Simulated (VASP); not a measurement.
Here is a VASP 6.6.1 calculation.

File INCAR:

```
ALGO     = Normal         # electronic algorithm
EDIFF    = 1E-7           # SCF threshold, eV
EDIFFG   = -0.005         # ionic threshold
ENCUT    = 600            # plane-wave cutoff, eV
GGA      = PE             # functional
IBRION   = 2              # ionic algorithm
ISIF     = 3              # what is computed and relaxed
ISMEAR   = 0              # smearing method
KPAR     = 4            
LASPH    = T              # aspherical terms in the spheres
LCHARG   = F              # write CHGCAR
LREAL    = F              # projectors in reciprocal space
LWAVE    = F              # write WAVECAR
NELM     = 120            # most SCF steps
NSW      = 60             # ionic steps
PREC     = Accurate       # precision mode
SIGMA    = 0.02           # smearing width, eV
```

File KPOINTS:

```
k-points
0
Gamma
  10 10 10
```

POSCAR

```
HfO2
1.0
    0.0000000000      2.5150000000      2.5150000000
    2.5150000000      0.0000000000      2.5150000000
    2.5150000000      2.5150000000      0.0000000000
Hf O
1 2
Direct
    0.0000000000      0.0000000000      0.0000000000
    0.2500000000      0.2500000000      0.2500000000
    0.7500000000      0.7500000000      0.7500000000
```

Potentials or basis: VASP PAW PBE potentials, release 64 (Hf_pv, O).

Launch:

```console
$ cat potpaw_PBE.64/Hf_pv/POTCAR potpaw_PBE.64/O/POTCAR > POTCAR
$ mpirun -np 4 vasp_std > vasp.out
```

Q: What does it give for the space group after relaxing (to 0.05 Å)?

A: Fm-3m (No. 225).

Q: What does it give for the band gap on the k mesh?

A: 3.80 eV, direct.

Q: Estimate the relaxed cell.

A: a = 3.586 Å, b = 3.586 Å, c = 3.586 Å, α = 60.00°, β = 60.00°, γ = 60.00°.

Q: What does it give for the relaxed volume?

A: 10.87 Å³/atom.

Step by step:
| step | energy change (eV) | largest force (eV/Å) | pressure (GPa) | volume (Å³) |
| --- | --- | --- | --- | --- |
| 1 | 0.0000 | 0.0000 | 6.45 | 31.82 |
| 2 | 0.0183 | 0.0000 | -8.53 | 33.82 |
| 3 | -0.0154 | 0.0000 | -0.05 | 32.61 |

Caveat: spin-orbit coupling is left out, which moves the levels of the heavy elements. A k mesh can miss the band edges.
